**Soft and stiff modes of a four-connected tin network**

This form of tin has four soft zone-centre vibrations because its six-atom cell can move in four ways that, to first order, change no bond length. The other eleven vibrations stretch bonds and lie much higher. The spread of the stiff group is largely explained by how neighbouring bonds pull on the atom they share.

Harmonic zone-centre phonons of tin (space group P6_122, six-atom cell) from linear response in Ansatz 0.2.0, with the PBE functional, scalar-relativistic PAW, a 420 eV plane-wave cutoff and no spin polarisation. The k mesh is 6×6×8, with Fermi–Dirac smearing of 0.15 eV. The three translations are left out.

| row | phonon frequency (cm^-1) | mode number |
| --- | --- | --- |
| 1 | 31.30 | 1 |
| 2 | 31.30 | 2 |
| 3 | 44.10 | 3 |
| 4 | 50.60 | 4 |
| 5 | 111.40 | 5 |
| 6 | 111.40 | 6 |
| 7 | 117.80 | 7 |
| 8 | 117.80 | 8 |
| 9 | 146.10 | 9 |
| 10 | 158.60 | 10 |
| 11 | 161.70 | 11 |
| 12 | 161.70 | 12 |
| 13 | 167.50 | 13 |
| 14 | 167.50 | 14 |
| 15 | 186.20 | 15 |

The phonon frequency is given in cm⁻¹, and the mode number only counts the modes upwards. Four modes lie between 31 and 51 cm⁻¹, and the remaining eleven between 111 and 186 cm⁻¹. Two rows with the same frequency are one vibration that symmetry allows in two independent directions. The soft group holds one such pair and two single modes; the stiff group holds four pairs and three singles.

**The network**

The structure is neither the diamond-type nor the dense metallic form of tin. Its atoms wind in helices around open channels, six atoms to a turn, and each turn is one cell high. Every atom has two bonds along its helix and two to atoms of a neighbouring helix. These last bonds form zigzag chains that run parallel to the channels, three chains to a cell. All bonds are about 2.9 Å long, but the angles between them range from 95° to 122°, so the tetrahedra are distorted.

**Why four modes are soft**

Six atoms have 18 independent motions. Each atom has four bonds and each bond belongs to two atoms, so the cell holds 12 bonds. If all 12 lengths could change independently, 12 motions would stretch bonds and six would not.

One length change is not independent, however. The only motion that keeps the full symmetry is a widening of all helices together. It lengthens the helix bonds and shortens the zigzag bonds at the same time, so the two kinds cannot be changed separately in this way. That leaves 11 stretching motions and seven without stretch. Three of the seven are shifts of the whole crystal, which are not vibrations, and four remain.

Geometry also gives the shapes of these four. The three zigzag chains can slide past each other along the channel, with some twisting; since their common slide is a shift of the crystal, two independent patterns are left, which form a pair. The chains can also shift sideways in three directions 120° apart, which is a single mode. The last single mode is a turning of the helices about their axes. All four bend bond angles, which costs far less energy than stretching bonds.

Diamond-type tin makes a useful contrast. Its two-atom cell has six motions and four bonds, again with one redundant stretch, so three motions leave the bonds unstretched. All three are shifts of the crystal. Its zone-centre vibrations therefore all stretch bonds, and the soft bending modes appear only at shorter wavelengths. For any four-connected network the rule is the same: the number of soft zone-centre modes is the number of atoms in the cell, minus three, plus the number of redundant stretches.

**Why the stiff modes spread out**

If each bond vibrated on its own, all stiff modes would share one frequency, about 142 cm⁻¹ in the model below. They differ because bonds meet at atoms. All angles here are obtuse, so an atom that moves towards one neighbour tends to move away from another. A small motion is then enough to shorten one bond and lengthen the next, and such alternating patterns are stiff. To lengthen both bonds at once the atom must move further for the same stretch, and such in-step patterns are softer.

The screw symmetry sorts the patterns by their phase step, the shift in timing from one atom of the helix to the next. Steps of 0° and 180° give single modes, while steps of 60° and 120° can run up or down the helix and give pairs. With two kinds of bond this makes four singles and four pairs. The redundant stretch removes one single, which leaves the three singles and four pairs of the table.

This also places the rows that seem to break the sequence. In the model, rows 9 and 15 belong together: in both, the bonds of each kind alternate between long and short. The helix and zigzag bonds share atoms, so their two alternating patterns mix, and one mixture moves up to become row 15 while the other moves down to become row 9. The two lowest stiff pairs are, in the model, mainly patterns in which the bonds along a chain or a helix stretch in step or nearly so.

**A spring model and one mode worked through**

The model gives every bond the same stretching spring and every angle the same, much weaker, bending spring. Stretching alone sets the stiff modes and bending alone the soft ones. The geometry fixes all relative frequencies within each group, and one constant per group was fitted to the table, using all 15 rows. The fit matches modes to rows by their order in frequency, which turns out to be wrong for rows 3 to 8, as described below.

The widening of the helices, which the model assigns to row 10, can be done by hand. Let every atom move outwards by a small distance u.

1. The site coordinate 0.620 puts the atoms at 0.380 × 7.389 Å = 2.81 Å from the channel axis. With six atoms to a turn, this is also the horizontal span of a helix bond. The bond is 2.91 Å long and therefore stretches by (2.81/2.91) u = 0.97 u.
2. A zigzag bond spans 0.240 × 7.389 Å = 1.77 Å horizontally. Both its ends move inwards along this span, so it shortens by (2 × 1.77/2.895) u = 1.22 u.
3. There is one bond of each kind per atom. The restoring stiffness per atom is thus (0.97² + 1.22²) k = 2.43 k, where k is the spring constant of one bond.
4. The frequency is √2.43 = 1.56 times that of one atom of mass m on one spring k. The fit puts this unit at 100.4 cm⁻¹, which gives 157 cm⁻¹.

The table has 158.6 cm⁻¹. Row 10 was part of the fit, but it is only one of the eleven stiff rows that share this constant.

**How far the model holds**

The stiff modes scatter by 26 cm⁻¹ (root mean square) about their common mean. The coupled springs reduce this to a typical miss of 3 cm⁻¹ if modes and rows are simply matched in order.

The pattern of pairs and singles comes out right, but not always which mode is which. The atomic displacements from the run show a phase step of 60° in rows 5 and 6 and of 120° in rows 7 and 8, while the model has these two pairs the other way round. With the two pairs matched correctly, the typical miss is about 4 cm⁻¹, still far below the scatter. The output printed below compares row by row in order of frequency, so it does not show this exchange or the similar one in rows 3 and 4.

Among the stiff modes, the largest miss in cm⁻¹ is at row 9, which the model puts 5 % below the table, while it puts row 15 about 3 % above. The model thus pushes these two related modes too far apart. Angle bending within the stiff modes, which the model leaves out, might account for this, but it was not tested. Different springs for the two kinds of bond are not expected to do so alone: whatever their strengths, the coupling through shared atoms should keep the ratio of these two frequencies larger than it is in the table.

Among the soft modes, one bending constant gives the general level but not the order. The displacements show that row 3, at 44.1 cm⁻¹, is the turning of the helices, for which the model gives about 50 cm⁻¹. Row 4, at 50.6 cm⁻¹, is the sideways shift of the chains, for which the model gives about 42 cm⁻¹. These are misses of about 14 % and 17 %, against 5 % for the soft pair. Compared on the same footing, the angle spring has only about 1 % of the strength of the bond spring. The soft frequencies are nevertheless about a quarter of the stiff ones, not a tenth, because the network has three times as many angles as bonds, and each soft motion changes several angles at every atom. Both constants are effective values for this model and not properties of an isolated tin bond.

**What remains open**

The atomic displacements were used here only to identify rows 3 to 8. The shapes given to the rows above them still rest on the order in which the model places them. The division into soft and stiff does not depend on that choice. The model does not explain why the turning lies below the sideways shift, or why the 60° pair lies below the 120° pair at the bottom of the stiff group. Equal springs for all bonds and for all angles may be too simple, but other choices were not tried.

The calculation, with the PBE functional, finds no energy gap, and vibrations of a metal depend on the k mesh, of which only one was used. The distance of 3 cm⁻¹ between row 10 and the pair above it is therefore too small to explain, and the model's agreement on that one step of the sequence counts for little. The two orders that the model gets wrong involve gaps of only about 6 cm⁻¹, so they too could depend on the mesh. PBE tends to make gaps too small and spin-orbit coupling, which is sizeable in tin, was left out, so the metallic state itself is uncertain. The absence of imaginary frequencies shows stability against these zone-centre motions only; vibrations of shorter wavelength could still be unstable. Many cells in the source data are invented or metastable forms, relaxed only within the symmetry they started from, so this network need not be a form of tin that can be made.

Printed output of the fit:

```
fit of phonon_frequency on 15 rows: coefficient of stretch 100.4 +/- 0.62, coefficient of bend 10.56 +/- 0.4; rms 2.84, worst 9 -7.4, leave-one-out rms 3.22
Spring model against the table:
  row  computed cm^-1  stretch factor  bend factor  model cm^-1  miss in percent
    1            31.3               0        3.109        32.83            4.901
    2            31.3               0        3.109        32.83            4.901
    3            44.1               0        3.967        41.89           -5.015
    4            50.6               0        4.776        50.44          -0.3166
    5           111.4            1.11            0        111.5          0.08545
    6           111.4            1.11            0        111.5          0.08545
    7           117.8           1.149            0        115.4           -2.056
    8           117.8           1.149            0        115.4           -2.056
    9           146.1           1.381            0        138.7           -5.068
   10           158.6            1.56            0        156.6           -1.246
   11           161.7           1.626            0        163.3           0.9945
   12           161.7           1.626            0        163.3           0.9945
   13           167.5           1.674            0        168.1            0.374
   14           167.5           1.674            0        168.1            0.374
   15           186.2           1.913            0        192.1            3.182
Helix bond from the rounded sites, A: 2.91
Zigzag bond from the rounded sites, A: 2.895
Smallest bond angle, degrees: 95.07
Largest bond angle, degrees: 122.3
Empty interval between soft and stiff modes, cm^-1: 60.8
Frequency of one uncoupled bond in the model, cm^-1: 142
Effective stretching constant, N/m: 70.54
Angle spring over stretching spring, both per length squared: 0.01106
Rms spread of the eleven stiff modes about their mean, cm^-1: 25.54
Rms miss of the coupled model for the eleven stiff modes, cm^-1: 3.184
```
